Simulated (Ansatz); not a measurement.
**Bands of Ga**

```
Ga
1.0
     1.38300   -4.02650    0.00000
     1.38300    4.02650    0.00000
    -0.11745    0.00000    3.32993
Ga
2
Direct
  0.86900 0.13100 0.25000
  0.13100 0.86900 0.75000
```

Atom numbers follow the list: Ga1, Ga2.

The structure is an experimental refinement, used without relaxation.

Computed with DFT, PBE, all-electron LAPW, scalar-relativistic in Ansatz 0.2.0.

Sampling and basis: a Γ-centred 14×14×11 k mesh, Fermi–Dirac smearing of 0.05 eV, basis error target 0.5 meV/atom, no spin polarisation.

Points in fractions of the reciprocal vectors of this cell: Γ (0, 0, 0), Y (-0.5, 0.5, 0), M (-0.5, 0.5, 0.5), A (0, 0, 0.5), L2 (-0.5, 0, 0.5), V2 (-0.5, 0, 0). The path joins them by straight lines in the order Γ–Y–M–A–Γ–L2–Γ–V2; legs that retrace an earlier one aren't tabulated. Energies are in eV from the Fermi level.

Is there a gap?

none: bands cross the Fermi level, a metal.

List the levels between -20 and 4 eV at the symmetry points.


Γ: -15.14, -15.13, -15.10, -15.08, -14.80 (×2), -14.77, -14.77, -14.75, -14.62, -11.24, -2.10, -1.63, 1.62
Y: -15.20, -15.01, -14.95, -14.91 (×2), -14.89, -14.84, -14.84, -14.72, -14.68, -9.11, -8.61, 3.99
M: -15.10 (×2), -15.02 (×2), -14.82 (×2), -14.79 (×2), -14.77 (×2), -6.01 (×2), -4.40 (×2)
A: -15.13 (×2), -14.92 (×2), -14.89 (×2), -14.84 (×2), -14.69 (×2), -7.79 (×2), 1.69 (×2), 2.44 (×2)
L2: -15.09, -15.09, -15.05 (×2), -14.84, -14.83, -14.78 (×2), -14.64 (×2), -2.88, -2.86, -1.65, -1.51, 1.74, 2.29
V2: -15.07, -15.06, -15.01, -14.96 (×2), -14.85, -14.81, -14.77, -14.68, -14.64, -6.06, -5.03, -1.35, 0.00
